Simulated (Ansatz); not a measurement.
Crystal: Fe, fcc type, 1 atom in the cell.

Computed with PBE, plane waves, PAW datasets (generated hard set) (Ansatz).

Cutoff 700 eV; k-mesh 18×18×18 Γ-centred; Fermi–Dirac smearing of 0.0612 eV; no spin polarisation.

```csv
V (Å³/atom),a (Å),E − E(min) (meV/atom),P (GPa)
9.651,3.3797,35.93,20.05
9.856,3.4035,15.15,12.52
10.061,3.4269,3.50,5.79
10.267,3.4501,0.00,-0.23
10.472,3.4729,3.80,-5.60
10.677,3.4955,14.12,-10.41
10.883,3.5178,30.26,-14.70
```

Q: Fit a third-order Birch–Murnaghan equation of state to the energies.

A: V₀ = 10.259 Å³/atom (a₀ = 3.449 Å), B₀ = 285 GPa, B₀′ = 4.61.

The published all-electron PBE values for this crystal (mean of FLEUR and WIEN2k, k-spacing 0.06 Å⁻¹; Bosoni et al., Nat. Rev. Phys. 6, 45 (2024)) are V₀ = 10.260 Å³/atom, B₀ = 285.6 GPa, B₀′ = 4.61. This run's mesh is coarser (spacing 0.18 Å⁻¹), so part of any difference comes from k-sampling.

The stress includes the program's correction for the finite plane-wave basis.

This cubic structure is a model: it isn't the usual form of the substance at ambient conditions, and such phases are metastable or hypothetical. The real material is magnetic: without spin this is a model state, and volume, stiffness and gap can lie far from those of the magnetic ground state. The k-mesh is modest, so these values aren't fully converged in k.
